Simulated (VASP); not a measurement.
# GaN from a squeezed to a stretched cell, part 2 of 2

Aim: follow GaN from a squeezed to a stretched cell. The starting structure is a measured crystal structure from the Crystallography Open Database. All runs use LDA. The equilibrium cell comes from relaxations that aren't shown. At each volume, shape and positions are relaxed as far as symmetry leaves them free.

VASP 6.6.1.

Results so far: the equilibrium volume 0.0 GPa; 0.96 of the equilibrium volume 9.0 GPa; 1.04 of the equilibrium volume -7.3 GPa.

## 5. Relaxation at 0.92 of the equilibrium volume

Level of this step: LDA; plane waves and PAW (Ga_d, N) (VASP).

INCAR reads:

```
SYSTEM = GaN
PREC = Accurate
ENCUT = 560
EDIFF = 1E-07
NELM = 100
ISMEAR = 0
SIGMA = 0.03
LREAL = .FALSE.
ALGO = Normal
GGA = CA
NBANDS = 24
LORBIT = 11
LWAVE = .FALSE.
LCHARG = .FALSE.
KPAR = 8
IBRION = 2
NSW = 50
ISIF = 4
EDIFFG = -0.003
```

POSCAR reads:

```
GaN
1.0
    3.0710575852      0.0000000000      0.0000000000
   -1.5355287927      2.6596138844      0.0000000000
    0.0000000000      0.0000000000      5.0064199364
Ga N
2 2
Direct
    0.6666666700      0.3333333300      0.5917952079
    0.3333333300      0.6666666700      0.0917952079
    0.6666666700      0.3333333300      0.9682047921
    0.3333333300      0.6666666700      0.4682047921
```

KPOINTS reads:

```
Automatic mesh
0
Gamma
8 8 4
0 0 0
```

The projector-augmented-wave data sets are Ga_d and N (LDA family, release 64).

Launch:

```
$ mpirun -np 8 vasp_std
```

Log:

```text
[... set-up lines as in an earlier step ...]
 entering main loop
       N       E                     dE             d eps       ncg     rms          rms(c)
DAV:   1     0.281042240520E+03    0.28104E+03   -0.18763E+04  1552   0.300E+03
DAV:   2     0.770340269893E+00   -0.28027E+03   -0.26810E+03  1584   0.534E+02
DAV:   3    -0.312525551871E+02   -0.32023E+02   -0.31778E+02  1688   0.146E+02
DAV:   4    -0.322023002873E+02   -0.94975E+00   -0.94784E+00  1816   0.272E+01
[...]
DAV:  12    -0.276999638909E+02   -0.85094E-05   -0.11492E-04  1664   0.106E-01    0.942E-03
DAV:  13    -0.276999628506E+02    0.10403E-05   -0.14307E-05  2064   0.279E-02    0.102E-03
DAV:  14    -0.276999629483E+02   -0.97680E-07   -0.92752E-07  1648   0.681E-03
   1 F= -.27699963E+02 E0= -.27699963E+02  d E =-.277000E+02
[...]
2 F= -.27699974E+02 E0= -.27699974E+02  d E =-.112424E-04
[...]
3 F= -.27699988E+02 E0= -.27699988E+02  d E =-.247147E-04
[...]
4 F= -.27700003E+02 E0= -.27700003E+02  d E =-.158123E-04
 trial-energy change:   -0.000016  1 .order   -0.000016   -0.000027   -0.000005
 step:   1.1414(harm=  1.1414)  dis= 0.00045  next Energy=   -27.700004 (dE=-0.167E-04)
 reached required accuracy - stopping structural energy minimisation
```

Elapsed: 14 s, on 8 MPI ranks of AMD EPYC 7R43, shared host; peak memory 1.2 GiB.

From OUTCAR (step 5):

```text
  Total        5.1435825      5.1435825      5.1558550     -0.0000000      0.0000000      0.0000000
  in kB      201.5312798    201.5312796    202.0121295     -0.0000000      0.0000000      0.0000000
  external PRESSURE =     201.6915630 kB  Pullay stress =       0.0000000 kB

 POSITION                                       TOTAL-FORCE (eV/Angst)
 -----------------------------------------------------------------------------------
      1.53524      0.88637      2.96483         0.000000      0.000000      0.000129
     -0.00000      1.77275      0.46068        -0.000000      0.000000      0.000129
      1.53524      0.88637      4.84810        -0.000000     -0.000000     -0.000129
     -0.00000      1.77275      2.34396         0.000000      0.000000     -0.000129
 -----------------------------------------------------------------------------------
    total drift:                               -0.000010      0.000006      0.000151

  FREE ENERGIE OF THE ION-ELECTRON SYSTEM (eV)
  ---------------------------------------------------
  free  energy   TOTEN  =       -27.7000034753 eV

  energy  without entropy=      -27.7000034753  energy(sigma->0) =      -27.70000348

[... 2 parts as in an earlier step ...]

[... 2 further parts left out ...]
[key lines of the parts left out:]
E-fermi :   6.4959
```

0.92 of the equilibrium volume: 10.223 Å³ an atom and a pressure of 20.17 GPa, and 2.666 eV of gap on the mesh. Further runs on this cell, not shown, give the modes B1 (2) 777.0, E2 (2) 647.7, E2 (1) 132.2 cm⁻¹.

## 6. Relaxation at 0.98 of the equilibrium volume

INCAR is that of step 5.

POSCAR reads:

```
GaN
1.0
    3.1364187591      0.0000000000      0.0000000000
   -1.5682093796      2.7162183214      0.0000000000
    0.0000000000      0.0000000000      5.1129713360
Ga N
2 2
Direct
    0.6666666700      0.3333333300      0.5917952079
    0.3333333300      0.6666666700      0.0917952079
    0.6666666700      0.3333333300      0.9682047921
    0.3333333300      0.6666666700      0.4682047921
```

KPOINTS is that of step 5.

Launch:

```
$ mpirun -np 8 vasp_std
```

Log:

```text
[... set-up lines as in an earlier step ...]
 entering main loop
       N       E                     dE             d eps       ncg     rms          rms(c)
DAV:   1     0.280031089550E+03    0.28003E+03   -0.18999E+04  1592   0.297E+03
DAV:   2     0.132098444732E+01   -0.27871E+03   -0.26541E+03  1616   0.537E+02
DAV:   3    -0.311367360669E+02   -0.32458E+02   -0.32183E+02  1736   0.145E+02
DAV:   4    -0.321150459124E+02   -0.97831E+00   -0.97606E+00  1784   0.275E+01
[...]
DAV:  19    -0.278979263818E+02    0.24084E-06   -0.58799E-07  1672   0.593E-03    0.548E-03
DAV:  20    -0.278979262670E+02    0.11476E-06   -0.96232E-08   872   0.325E-03    0.386E-03
DAV:  21    -0.278979262041E+02    0.62895E-07   -0.19092E-07  1320   0.288E-03
   1 F= -.27897926E+02 E0= -.27897926E+02  d E =-.278979E+02
[...]
N       E                     dE             d eps       ncg     rms          rms(c)
DAV:   1    -0.278979255975E+02    0.66949E-06   -0.57497E-04  1448   0.171E-01    0.332E-03
DAV:   2    -0.278979271855E+02   -0.15879E-05   -0.18094E-05  1848   0.387E-02    0.170E-03
DAV:   3    -0.278979271337E+02    0.51775E-07   -0.52911E-07  1568   0.666E-03
   2 F= -.27897927E+02 E0= -.27897927E+02  d E =-.929568E-06
 trial-energy change:   -0.000001  1 .order   -0.000001   -0.000003    0.000001
 step:   0.7152(harm=  0.7152)  dis= 0.00014  next Energy=   -27.897927 (dE=-0.107E-05)
 reached required accuracy - stopping structural energy minimisation
```

Elapsed: 8 s, on 8 MPI ranks; peak memory 1.2 GiB.

From OUTCAR (step 6):

```text
  Total        1.1503627      1.1503627      1.1598613     -0.0000000      0.0000000      0.0000000
  in kB       42.3129498     42.3129498     42.6623289     -0.0000000      0.0000000      0.0000000
  external PRESSURE =      42.4294095 kB  Pullay stress =       0.0000000 kB

 POSITION                                       TOTAL-FORCE (eV/Angst)
 -----------------------------------------------------------------------------------
      1.56822      0.90541      3.02599         0.000000     -0.000000     -0.001428
     -0.00000      1.81082      0.46953        -0.000000      0.000000     -0.001428
      1.56822      0.90541      4.95016        -0.000000      0.000000      0.001428
     -0.00000      1.81082      2.39370         0.000000      0.000000      0.001428
 -----------------------------------------------------------------------------------
    total drift:                               -0.000011      0.000005     -0.002085

  FREE ENERGIE OF THE ION-ELECTRON SYSTEM (eV)
  ---------------------------------------------------
  free  energy   TOTEN  =       -27.8979271337 eV

  energy  without entropy=      -27.8979271337  energy(sigma->0) =      -27.89792713

[... 2 parts as in an earlier step ...]

[... 2 further parts left out ...]
[key lines of the parts left out:]
E-fermi :   5.8080
```

0.98 of the equilibrium volume: 10.890 Å³ an atom and a pressure of 4.24 GPa, and 2.244 eV of gap on the mesh. Further runs on this cell, not shown, give the modes B1 (2) 716.4, E2 (2) 588.3, E2 (1) 138.9 cm⁻¹.

## 7. Relaxation at 1.02 of the equilibrium volume

INCAR is that of step 6.

POSCAR reads:

```
GaN
1.0
    3.1785233639      0.0000000000      0.0000000000
   -1.5892616821      2.7526819788      0.0000000000
    0.0000000000      0.0000000000      5.1816100141
Ga N
2 2
Direct
    0.6666666700      0.3333333300      0.5917952079
    0.3333333300      0.6666666700      0.0917952079
    0.6666666700      0.3333333300      0.9682047921
    0.3333333300      0.6666666700      0.4682047921
```

KPOINTS is that of step 6.

Launch:

```
$ mpirun -np 8 vasp_std
```

Log:

```text
[... set-up lines as in an earlier step ...]
 entering main loop
       N       E                     dE             d eps       ncg     rms          rms(c)
DAV:   1     0.277888339918E+03    0.27789E+03   -0.18938E+04  1568   0.295E+03
DAV:   2     0.164244898412E+01   -0.27625E+03   -0.26333E+03  1600   0.535E+02
DAV:   3    -0.309663873683E+02   -0.32609E+02   -0.32342E+02  1720   0.146E+02
DAV:   4    -0.319553923520E+02   -0.98900E+00   -0.98692E+00  1824   0.274E+01
[...]
DAV:  17    -0.278996432620E+02    0.20664E-05   -0.51264E-06  2352   0.242E-02    0.585E-03
DAV:  18    -0.278996432420E+02    0.19958E-07   -0.10310E-06  1640   0.640E-03    0.161E-03
DAV:  19    -0.278996432300E+02    0.12065E-07   -0.42229E-08   792   0.235E-03
   1 F= -.27899643E+02 E0= -.27899643E+02  d E =-.278996E+02
[...]
N       E                     dE             d eps       ncg     rms          rms(c)
DAV:   1    -0.278996428596E+02    0.38248E-06   -0.64482E-04  1448   0.181E-01    0.483E-03
DAV:   2    -0.278996445458E+02   -0.16862E-05   -0.22454E-05  1832   0.450E-02    0.260E-03
DAV:   3    -0.278996443673E+02    0.17849E-06   -0.81716E-07  1728   0.895E-03    0.110E-03
DAV:   4    -0.278996443356E+02    0.31689E-07   -0.14430E-07  1016   0.437E-03
   2 F= -.27899644E+02 E0= -.27899644E+02  d E =-.110561E-05
 trial-energy change:   -0.000001  1 .order   -0.000001   -0.000003    0.000001
 step:   0.7404(harm=  0.7404)  dis= 0.00015  next Energy=   -27.899644 (dE=-0.124E-05)
 reached required accuracy - stopping structural energy minimisation
```

Wall time 11 s (8 MPI ranks); peak memory 1.2 GiB.

From OUTCAR (step 7):

```text
  Total       -1.0834641     -1.0834641     -1.0946873      0.0000000      0.0000000      0.0000000
  in kB      -38.2894316    -38.2894316    -38.6860598      0.0000000      0.0000000      0.0000000
  external PRESSURE =     -38.4216410 kB  Pullay stress =       0.0000000 kB

 POSITION                                       TOTAL-FORCE (eV/Angst)
 -----------------------------------------------------------------------------------
      1.58924      0.91755      3.06634         0.000000     -0.000000      0.001078
     -0.00000      1.83510      0.47546        -0.000000      0.000000      0.001078
      1.58924      0.91755      5.01720        -0.000000      0.000000     -0.001078
     -0.00000      1.83510      2.42632         0.000000     -0.000000     -0.001078
 -----------------------------------------------------------------------------------
    total drift:                               -0.000011      0.000006      0.000932

  FREE ENERGIE OF THE ION-ELECTRON SYSTEM (eV)
  ---------------------------------------------------
  free  energy   TOTEN  =       -27.8996443356 eV

  energy  without entropy=      -27.8996443356  energy(sigma->0) =      -27.89964434

[... 2 parts as in an earlier step ...]

[... 2 further parts left out ...]
[key lines of the parts left out:]
E-fermi :   5.3524
```

1.02 of the equilibrium volume: 11.334 Å³ an atom and a pressure of -3.84 GPa, and 1.975 eV of gap on the mesh. Further runs on this cell, not shown, give the modes B1 (2) 679.7, E2 (2) 552.3, E2 (1) 140.7 cm⁻¹.

## 8. Relaxation at 0.9 of the equilibrium volume

INCAR is that of step 7.

POSCAR reads:

```
GaN
1.0
    3.0486403073      0.0000000000      0.0000000000
   -1.5243201537      2.6401999522      0.0000000000
    0.0000000000      0.0000000000      4.9698754223
Ga N
2 2
Direct
    0.6666666700      0.3333333300      0.5917952079
    0.3333333300      0.6666666700      0.0917952079
    0.6666666700      0.3333333300      0.9682047921
    0.3333333300      0.6666666700      0.4682047921
```

KPOINTS is that of step 7.

Launch:

```
$ mpirun -np 8 vasp_std
```

Log:

```text
[... set-up lines as in an earlier step ...]
 entering main loop
       N       E                     dE             d eps       ncg     rms          rms(c)
DAV:   1     0.277038457206E+03    0.27704E+03   -0.18974E+04  1560   0.303E+03
DAV:   2    -0.301459601050E+00   -0.27734E+03   -0.26465E+03  1608   0.538E+02
DAV:   3    -0.312946074558E+02   -0.30993E+02   -0.30742E+02  1688   0.145E+02
DAV:   4    -0.321830352014E+02   -0.88843E+00   -0.88621E+00  1800   0.265E+01
[...]
DAV:  12    -0.275695084316E+02   -0.82420E-05   -0.10553E-04  1656   0.107E-01    0.998E-03
DAV:  13    -0.275695071749E+02    0.12567E-05   -0.12308E-05  1928   0.268E-02    0.313E-03
DAV:  14    -0.275695072131E+02   -0.38144E-07   -0.87875E-07  1688   0.705E-03
   1 F= -.27569507E+02 E0= -.27569507E+02  d E =-.275695E+02
[...]
2 F= -.27569521E+02 E0= -.27569521E+02  d E =-.136433E-04
[...]
3 F= -.27569549E+02 E0= -.27569549E+02  d E =-.414502E-04
[...]
4 F= -.27569580E+02 E0= -.27569580E+02  d E =-.312161E-04
[...]
5 F= -.27569581E+02 E0= -.27569581E+02  d E =-.326048E-04
[...]
reached required accuracy - stopping structural energy minimisation
```

It took 13 s on 8 MPI ranks; peak memory 1.1 GiB; 96 s of CPU time.

OUTCAR, selected parts (step 8):

```text
  Total        6.6713567      6.6713567      6.6719748     -0.0000000      0.0000000      0.0000000
  in kB      267.1998669    267.1998666    267.2246225     -0.0000000      0.0000000      0.0000000
  external PRESSURE =     267.2081186 kB  Pullay stress =       0.0000000 kB

 POSITION                                       TOTAL-FORCE (eV/Angst)
 -----------------------------------------------------------------------------------
      1.52379      0.87976      2.94459         0.000000     -0.000000     -0.000205
     -0.00000      1.75952      0.45792         0.000000      0.000000     -0.000205
      1.52379      0.87976      4.81381        -0.000000      0.000000      0.000205
     -0.00000      1.75952      2.32714         0.000000     -0.000000      0.000205
 -----------------------------------------------------------------------------------
    total drift:                               -0.000010      0.000006      0.000045

  FREE ENERGIE OF THE ION-ELECTRON SYSTEM (eV)
  ---------------------------------------------------
  free  energy   TOTEN  =       -27.5695812681 eV

  energy  without entropy=      -27.5695812681  energy(sigma->0) =      -27.56958127

[... 2 parts as in an earlier step ...]

[... 2 further parts left out ...]
[key lines of the parts left out:]
E-fermi :   6.7780
```

0.9 of the equilibrium volume: 10.001 Å³ an atom and a pressure of 26.72 GPa, and 2.810 eV of gap on the mesh. Further runs on this cell, not shown, give the modes B1 (2) 799.2, E2 (2) 669.0, E2 (1) 127.7 cm⁻¹.

## 9. Relaxation at 1.06 of the equilibrium volume

INCAR is that of step 8.

POSCAR reads:

```
GaN
1.0
    3.2195410927      0.0000000000      0.0000000000
   -1.6097705464      2.7882043738      0.0000000000
    0.0000000000      0.0000000000      5.2484768732
Ga N
2 2
Direct
    0.6666666700      0.3333333300      0.5917952079
    0.3333333300      0.6666666700      0.0917952079
    0.6666666700      0.3333333300      0.9682047921
    0.3333333300      0.6666666700      0.4682047921
```

KPOINTS is that of step 8.

Launch:

```
$ mpirun -np 8 vasp_std
```

Log:

```text
[... set-up lines as in an earlier step ...]
 entering main loop
       N       E                     dE             d eps       ncg     rms          rms(c)
DAV:   1     0.279781673350E+03    0.27978E+03   -0.18799E+04  1504   0.288E+03
DAV:   2     0.383196914474E+01   -0.27595E+03   -0.26532E+03  1568   0.529E+02
DAV:   3    -0.307193208984E+02   -0.34551E+02   -0.34237E+02  1784   0.147E+02
DAV:   4    -0.317292539052E+02   -0.10099E+01   -0.10085E+01  1744   0.284E+01
[...]
DAV:  17    -0.278205780122E+02    0.12981E-04   -0.38279E-05  2464   0.589E-02    0.120E-02
DAV:  18    -0.278205779550E+02    0.57127E-07   -0.43054E-06  1864   0.139E-02    0.190E-03
DAV:  19    -0.278205779376E+02    0.17387E-07   -0.26733E-07  1368   0.446E-03
   1 F= -.27820578E+02 E0= -.27820578E+02  d E =-.278206E+02
[...]
2 F= -.27820589E+02 E0= -.27820589E+02  d E =-.105742E-04
[...]
3 F= -.27820589E+02 E0= -.27820589E+02  d E =-.108350E-04
[...]
4 F= -.27820591E+02 E0= -.27820591E+02  d E =-.204529E-05
 trial-energy change:   -0.000002  1 .order   -0.000002   -0.000005    0.000000
 step:   0.9571(harm=  0.9571)  dis= 0.00015  next Energy=   -27.820591 (dE=-0.244E-05)
 reached required accuracy - stopping structural energy minimisation
```

Wall time 15 s (8 MPI ranks); peak memory 1.3 GiB; 1.7 min of CPU time.

Parts of OUTCAR (step 9):

```text
  Total       -3.0484878     -3.0484878     -3.0491806      0.0000000      0.0000000      0.0000000
  in kB     -103.6676317   -103.6676316   -103.6911911      0.0000000      0.0000000      0.0000000
  external PRESSURE =    -103.6754848 kB  Pullay stress =       0.0000000 kB

 POSITION                                       TOTAL-FORCE (eV/Angst)
 -----------------------------------------------------------------------------------
      1.60986      0.92945      3.10507         0.000000      0.000000      0.000343
     -0.00000      1.85891      0.48112        -0.000000     -0.000000      0.000343
      1.60986      0.92945      5.08166        -0.000000      0.000000     -0.000343
     -0.00000      1.85891      2.45771         0.000000     -0.000000     -0.000343
 -----------------------------------------------------------------------------------
    total drift:                               -0.000010      0.000007      0.000545

  FREE ENERGIE OF THE ION-ELECTRON SYSTEM (eV)
  ---------------------------------------------------
  free  energy   TOTEN  =       -27.8205908179 eV

  energy  without entropy=      -27.8205908179  energy(sigma->0) =      -27.82059082

[... 2 parts as in an earlier step ...]

[... 2 further parts left out ...]
[key lines of the parts left out:]
E-fermi :   4.9292
```

1.06 of the equilibrium volume: 11.779 Å³ an atom and a pressure of -10.37 GPa, and 1.717 eV of gap on the mesh. Further runs on this cell, not shown, give the modes B1 (2) 646.1, E2 (2) 519.1, E2 (1) 141.6 cm⁻¹.

## 10. All runs side by side

```tsv
run	volume (Å³/atom)	pressure (GPa)	gap on the mesh (eV)	B1 (2)	E2 (2)	E2 (1)	core minutes
0.9 of the equilibrium volume	10.001	26.72	2.81	799.2	669.0	127.7	1.73
0.92 of the equilibrium volume	10.223	20.17	2.666	777.0	647.7	132.2	1.92
0.96 of the equilibrium volume	10.667	8.99	2.382	735.7	607.3	136.8	1.28
0.98 of the equilibrium volume	10.89	4.24	2.244	716.4	588.3	138.9	1.07
the equilibrium volume	11.112	-0.02	2.108	697.7	570.1	140.0	1.63
1.02 of the equilibrium volume	11.334	-3.84	1.975	679.7	552.3	140.7	1.41
1.04 of the equilibrium volume	11.556	-7.28	1.845	662.7	535.4	141.4	2.67
1.06 of the equilibrium volume	11.779	-10.37	1.717	646.1	519.1	141.6	1.95
```

Modes are in cm⁻¹ and matched by symmetry and order, imaginary ones as negative numbers. A number in brackets counts the listed modes of one symmetry from the lowest. The symmetry labels come from an automatic analysis and can be wrong where levels nearly coincide. Core minutes are wall time times ranks of the run shown, on a shared host.

## 11. Results

| Quantity | Value |
| --- | --- |
| pressure at 0.9 of the equilibrium volume | 26.72 GPa |
| pressure at 0.92 of the equilibrium volume | 20.17 GPa |
| pressure at 0.96 of the equilibrium volume | 8.99 GPa |
| pressure at 0.98 of the equilibrium volume | 4.24 GPa |
| pressure at the equilibrium volume | -0.02 GPa |
| pressure at 1.02 of the equilibrium volume | -3.84 GPa |
| pressure at 1.04 of the equilibrium volume | -7.28 GPa |
| pressure at 1.06 of the equilibrium volume | -10.37 GPa |

**Reading.** Between 0.9 of the equilibrium volume and 1.06 of the equilibrium volume the pressure on GaN goes from 26.7 to -10.4 GPa. Over this range the gap on the mesh falls or stays level: 2.81, 2.67, 2.38, 2.24, 2.11, 1.98, 1.85, 1.72 eV. Semilocal functionals give gaps that are too small, spin-orbit coupling is left out, and the mesh may miss the true band edges, by more at some strains than at others. Where bands change their order, the gap's trend can turn. The B1 (2) mode goes from 799 to 646 cm⁻¹, a mean mode Grüneisen parameter of 1.3. The E2 (2) mode goes from 669 to 519 cm⁻¹, a mean mode Grüneisen parameter of 1.6. The E2 (1) mode goes from 128 to 142 cm⁻¹, a mean mode Grüneisen parameter of -0.6. The frequencies are harmonic, and the splitting of polar modes by their long-range field is left out. Further runs on this material are not shown.

[Lines on the potential files, build, host, timing and source positions are cut from VASP's logs without a mark.]

[Logs are printed without paths, hosts, clocks, repeated set-up lines and the standing remarks that a program may print on its own settings, such as how far it seeks lower states.]

[Hosts, paths, dates, database ids (printed as entryN), source tags and the programs' standing remarks are cut or masked in the printed files.]
